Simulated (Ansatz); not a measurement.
Ansatz results at the PBE0-D4/def2-TZVP geometry: LUMO energy (PBE0/def2-TZVPP) -1.25 eV; HOMO–LUMO gap (PBE0/def2-TZVPP) 8.96 eV; zero-point energy (PBE0-D4/def2-TZVP) 50.1 kJ/mol.

Each molecule was computed in one conformer, which needn't be the lowest.

Task: Which molecule gave them?
A. `C1[C@H]2C[C@@H]12`
B. `O=c1cc1`
C. `Cl[Se][Se]Cl`
D. `O=BOB=O`

Result: D. The others give `C1[C@H]2C[C@@H]12`: 1.80, 8.82, 227.8; `Cl[Se][Se]Cl`: -2.70, 4.88, 8.6; `O=c1cc1`: -1.19, 5.82, 100.0.
